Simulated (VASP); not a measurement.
**Te2Mo: single point with PBEsol**

Slab: Te2Mo, a slab with vacuum.

```
CELL_PARAMETERS angstrom
-3.56023 0.00000 0.00000
-1.78012 -3.08325 0.00000
0.00000 0.00000 17.52406
ATOMIC_POSITIONS crystal
Te 0.33333 0.33333 0.89786
Te 0.33333 0.33333 0.10214
Mo 0.00000 0.00000 0.00000
```

```json
{"Program": "VASP 6.6.1", "Task": "single point", "Functional": "PBEsol", "Potentials or basis": "VASP PAW PBE potentials, release 64 (Te, Mo_sv)", "Cutoff": "520 eV", "k mesh": "9 × 9 × 2", "Occupations": "gaussian, width 0.05 eV", "Spin": "no spin polarisation"}
```

* Largest force: 0.146 eV/Å
* Band gap on the k mesh: 1.05 eV, direct

Forces in eV/Å, atoms in the order of the input:
```
Te   0.000  0.000  0.146
Te   0.000  0.000 -0.146
Mo   0.000  0.000  0.000
```

Levels at points of the mesh, in eV from the valence-band top:
```csv
k point,band 9,band 10,band 11,band 12,band 13,band 14,band 15,band 16,band 17,band 18
"(0.00, 0.00, 0.00)",-1.69,-1.61,-0.90,-0.90,-0.38,3.07,3.07,3.37,3.37,4.31
"(0.00, 0.00, 0.50)",-1.69,-1.61,-0.90,-0.90,-0.38,3.07,3.07,3.37,3.37,4.44
```

Run time: 2.6 min on 1 thread of Intel(R) Xeon(R) Platinum 8488C (Sapphire Rapids), with other jobs on the host, peak memory 0.36 GiB.

Caveat: the PAW data sets were made with another functional, which shifts forces and pressure a little; spin-orbit coupling is left out, which moves the levels of the heavy elements. Expect the measured gap to be larger: semilocal functionals such as PBEsol lack the derivative discontinuity.
